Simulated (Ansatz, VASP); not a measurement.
## Pb: VASP beside Ansatz

File INCAR:

```
PREC = Accurate
ENCUT = 520
EDIFF = 1E-7
ISMEAR = 0
SIGMA = 1.0
LREAL = F
LASPH = T
NELM = 100
ALGO = Normal
ISIF = 2
LWAVE = F
LCHARG = F
GGA = PE
NBANDS = 13
```

KPOINTS

```
Automatic mesh
0
Gamma
  11 11 11
```

POSCAR

```
Pb
1.0
    0.0000000000      2.5175937382      2.5175937382
    2.5175937382      0.0000000000      2.5175937382
    2.5175937382      2.5175937382      0.0000000000
Pb
1
Direct
    0.0000000000      0.0000000000      0.0000000000
```

Input for Ansatz:

```yaml
crystal:
  lattice:
    - [0.0, 2.5175937382, 2.5175937382]
    - [2.5175937382, 0.0, 2.5175937382]
    - [2.5175937382, 2.5175937382, 0.0]
  atoms:
    - { symbol: Pb, position: [0.0, 0.0, 0.0] }
hamiltonian:
  xc: pbe
  pseudopotentials:
    kind: paw
    azcp:
      Pb: "pseudopotentials/Pb.paw.azcp"
basis:
  ecutwfc: 420
  fft_grid_basis: typed
kpoints:
  mp_grid: { grid: [11, 11, 11], shift: [0, 0, 0] }
magnetization:
  spin_polarized: false
scf:
  occupations: { method: gaussian, width: 1.0 }
  lower_state_search: "off"
output:
  stress: true
  write_density: true
  write_potential: true
  elf: true
  volumetric_format: npy
```

Alike in both runs: task single point; functional PBE; k mesh 11 × 11 × 11; occupations gaussian, width 1 eV; no spin polarisation.

|  | VASP | Ansatz |
| --- | --- | --- |
| version | VASP 6.6.1 | Ansatz 0.2.0 |
| potentials or method | VASP PAW PBE potentials, release 64 (Pb_d) | plane waves (420 eV) with PAW, scalar-relativistic |
| plane-wave cutoff (eV) | 520 | 420 |
| valence electrons in the cell | 14 | 14 |

|  | VASP | Ansatz | Ansatz less VASP |
| --- | --- | --- | --- |
| pressure (GPa) | 0.6 | 0.6 | +0.06 |

The functional is the same, so the differences come from potentials, cutoffs and numerics.

Spin-orbit coupling is left out, which matters for the levels of Pb.
